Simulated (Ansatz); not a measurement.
# Charge transition levels of the Hf interstitial in HfO2, term by term

These are results of DFT PBEsol, scalar-relativistic, plane waves, PAW in Ansatz, not measurements. (420 eV cutoff, 2×2×2 k-mesh, shifted by half a step, Gaussian smearing of 0.01 eV, collinear spin in charge +1, +3 alone)

Host crystal, relaxed:

```
CELL_PARAMETERS angstrom
4.83012 0.00000 0.00000
0.00000 4.83012 0.00000
0.00000 0.00000 3.20972
ATOMIC_POSITIONS crystal
Hf 0.00000 0.00000 0.00000
Hf 0.50000 0.50000 0.50000
O 0.19497 0.80503 0.50000
O 0.30503 0.30503 0.00000
O 0.69497 0.69497 0.00000
O 0.80503 0.19497 0.50000
```

The Hf interstitial was set at (0.000, 0.500, 0.250) of the host cell, in a supercell of 48 sites (599 Å³), relaxed at fixed cell in each charge q. The host's Kohn–Sham gap is 3.89 eV and its static dielectric constant 28.6 (mean). For each charge: the supercell's free energy over the neutral one with q electrons exchanged at the valence band top, F(q) − F(0) + qE_v; the image-charge term; and the term that aligns the potential far from the defect with the host's.

Spin-orbit coupling is left out, which matters for the bands and energies of heavy elements.

```json
{"q": "+3", "F(q) − F(0) + qE_v (eV)": "-13.953", "image charge (eV)": "0.777", "alignment (eV)": "2.441"}
{"q": "+2", "F(q) − F(0) + qE_v (eV)": "-9.703", "image charge (eV)": "0.345", "alignment (eV)": "1.634"}
{"q": "+1", "F(q) − F(0) + qE_v (eV)": "-4.857", "image charge (eV)": "0.086", "alignment (eV)": "0.875"}
{"q": "0", "F(q) − F(0) + qE_v (eV)": "0.000", "image charge (eV)": "0.000", "alignment (eV)": "0.000"}
```

Task: Add the terms and find the levels between neighbouring charges, ε(q/q′) = [A(q′) − A(q)]/(q − q′), with and without the two corrections.

Result: A(q): -10.735 eV for +3, -7.724 eV for +2, -3.896 eV for +1, 0.000 eV for 0.
```tsv
level	corrected (eV over E_v)	uncorrected (eV)
(+3/+2)	3.01	4.25
(+2/+1)	3.83	4.85
(+1/0)	3.90	4.86
```

As a check, a point charge in a simple cubic cell of this volume has q²αe²/(2εL) = 0.085 q² eV (e² = 14.40 eV Å, α = 2.837, L = 8.43 Å); the shape of the real cell and the anisotropy of ε can change it somewhat. The term grows as q², so it pushes donor levels down and acceptor levels up. The program doubts the alignment for q = +3, +2, so levels beside it are uncertain by about that term.

Task: Which of these charges is lowest with the Fermi level at the valence band top, at mid-gap and at the conduction band bottom?

Result: The line A(q) + qE_F that lies lowest gives the charge: +3 at E_F = 0.00 eV, +3 at E_F = 1.95 eV, +1 at E_F = 3.89 eV. (+1/0) falls outside this Kohn–Sham gap, so the change of charge isn't reached within it; the real gap is usually wider and may hold a localised level, while a level that comes from a carrier in the host's bands only marks the band edge and moves with it. In charge +1, 0 the cell has partly filled levels, from a carrier spread over the host's bands, a defect level that the small cell broadens into a band, or a degenerate defect level that the symmetric start can't split, so the levels beside it are doubtful. In charge 0 the extra carrier sits in the host's bands, sampled away from their edge; a term of 0.00 eV would put the level beside it at that edge (it also undoes corrections that don't apply to a spread carrier) and isn't included above. Without the alignment that the program doubts, the level (+2/+1) would lie at 5.46 eV, outside the gap, so these runs don't decide whether the defect changes charge there. Charges beyond those computed could lie lower near the band edges.

Task: The neutral defect forms at 4.97 eV with atoms taken from and returned to the elements. What are the formation energies at those three Fermi levels, and what share of sites would hold the defect at 1200 K with E_F at mid-gap, if the host still stood at that temperature?

Result: E_f = E_f(0) + A(q) + qE_F = -5.76, 0.08, 4.97 eV. With E_f this low the dilute formula fails: the defect would form in large numbers and pin the Fermi level, or these chemical potentials lie outside the host's range of stability. This is the Hf-rich limit; a poorer supply of Hf, or a competing compound of it, raises E_f. The small cell and the narrow Kohn–Sham gap leave errors of tenths of an eV or more.